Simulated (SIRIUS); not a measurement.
## KCl under changes of volume

One of the cells (28.860 Å³/atom); the others are scaled copies at fixed shape and fractional positions:

```
CELL_PARAMETERS angstrom
3.86462 0.00000 0.00000
0.00000 3.86462 0.00000
0.00000 0.00000 3.86462
ATOMIC_POSITIONS crystal
K 0.00000 0.00000 0.00000
Cl 0.50000 0.50000 0.50000
```

Measurements of this composition are mostly on another form, of space group No. 225.

- Program: SIRIUS 7.10.0
- Functional: PBE
- Potentials or basis: PseudoDojo 0.4.1 PBE standard (scalar relativistic)
- Cutoff: 1030 eV
- Density cutoff: 4119 eV
- k mesh: 7 × 7 × 7
- Occupations: fermi-dirac, width 0.05 eV
- Spin: no spin polarisation

| volume (Å³/atom) | energy over the lowest point (meV/atom) | pressure (GPa) | gap on the mesh (eV) |
| --- | --- | --- | --- |
| 26.596 | ? | ? | ? |
| 27.162 | 1.91 | 0.8 | 5.00 |
| 27.728 | 0.00 | 0.3 | 4.91 |
| 28.860 | 0.41 | -0.4 | 4.74 |
| 29.426 | 2.42 | -0.7 | 4.66 |
| 29.991 | 5.46 | -1.0 | 4.59 |

Task: What does the run at 26.596 Å³/atom give?

Result: Energy over the lowest point 5.46 meV/atom; pressure 1.3 GPa; gap on the mesh 5.09 eV.

Worked out: A Birch-Murnaghan fit of order 3 (a polynomial in V^(-2/3)) to the other rows has its minimum at 28.20 Å³/atom with B0 = V·E''(V) = 18.7 GPa and B' = 4.8. It gives 5.46 meV/atom at 26.596 Å³/atom, against the run's 5.46, and -dE/dV = 1.3 GPa, against 1.3. A straight line through the other rows of the gap, of slope -4.16 eV per unit of ln V, extrapolates to 5.08 eV, against the run's 5.09.

Energies are extrapolated to zero smearing.

Caveats: an odd mesh through Γ misses points on the zone boundary, where band edges often lie.
